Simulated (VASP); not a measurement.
Mg, 2 atoms in the cell. Symmetry: P6_3/mmc, No. 194, hexagonal system. The conventional cell has a = 3.202 Å, b = 3.202 Å, c = 5.153 Å, α = 90.00°, β = 90.00°, γ = 120.00°. Mg (site symmetry -6m2) is surrounded by 12 Mg at 3.17 to 3.20 Å. The cell was built by a generator and needn't be a form met in nature.

```yaml
Program: VASP 6.6.1
Task: electrostatic potential
Functional: PBE
Potentials_or_basis: VASP PAW PBE potentials, release 64 (Mg)
Cutoff: 520 eV
k_mesh: 16 × 16 × 8
Occupations: methfessel-paxton, width 0.1 eV
Spin: no spin polarisation
Further_INCAR_settings: ALGO = Normal; EDIFF = 1e-07
```

Potentials or basis: VASP PAW PBE potentials, release 64 (Mg).

Launch:

```sh
$ cat potpaw_PBE.64/Mg/POTCAR > POTCAR
$ mpirun -np 1 vasp_std > vasp.out
```

Hardware: 1 thread of Intel(R) Xeon(R) Platinum 8375C CPU @ 2.90GHz (Ice Lake), on a shared host.

Question: How long does it take, and how much memory?

Answer: It took 35 s on 1 thread of Intel(R) Xeon(R) Platinum 8375C CPU @ 2.90GHz (Ice Lake) (shared host), peak memory 0.18 GiB. Counts: scf iterations 11, k points 150.
